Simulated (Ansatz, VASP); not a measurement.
## Be: VASP beside Ansatz

Contents of INCAR:

```
PREC = Accurate
ENCUT = 520
EDIFF = 1E-6
ISMEAR = 0
SIGMA = 0.15
LREAL = False
LASPH = True
NELM = 80
ALGO = Normal
ISIF = 2
LWAVE = False
LCHARG = False
GGA = PS
NBANDS = 9
```

KPOINTS

```
Automatic mesh
0
Gamma
  24 24 14
```

POSCAR

```
Be
1.0
    2.2420144353      0.0000000000      0.0000000000
   -1.1210072177      1.9416414566      0.0000000000
    0.0000000000      0.0000000000      3.5108775000
Be
2
Direct
    0.3333333333      0.6666666667      0.2500000000
    0.6666666667      0.3333333333      0.7500000000
```

Input for Ansatz:

```yaml
crystal:
  lattice:
    - [2.2420144353, 0.0, 0.0]
    - [-1.1210072177, 1.9416414566, 0.0]
    - [0.0, 0.0, 3.5108775]
  atoms:
    - { symbol: Be, position: [0.3333333333, 0.6666666667, 0.25] }
    - { symbol: Be, position: [0.6666666667, 0.3333333333, 0.75] }
basis:
  ecutwfc: 420
kpoints:
  mp_grid: { grid: [24, 24, 14] }
hamiltonian:
  xc: pbesol
scf:
  occupations: { method: gaussian, width: 0.15 }
output:
  forces: true
  stress: true
  eigenvalues: true
```

Change from the starting cell: strain -0.025 along x and y, -0.025 along z, atoms carried along.

Alike in both runs: task single point; functional PBEsol; k mesh 24 × 24 × 14; occupations gaussian, width 0.15 eV; no spin polarisation.

|  | VASP | Ansatz |
| --- | --- | --- |
| version | VASP 6.6.1 | Ansatz 0.2.0 |
| potentials or method | VASP PAW PBE potentials, release 64 (Be) | scalar-relativistic, plane waves, PAW |
| plane-wave cutoff (eV) | 520 | 420 |
| valence electrons in the cell | 4 | 4 |

```tsv
	VASP	Ansatz	Ansatz less VASP
gap on the k mesh at the Fermi level (eV)	none	none	-
pressure (GPa)	3.8	3.4	-0.40
largest component of the traceless stress (GPa)	1.79	1.73	-0.055
```

A gap of «none» marks a metal or a gap that the smearing closes.

Caveats: the PAW data sets were made with another functional, which shifts forces and pressure a little (VASP).
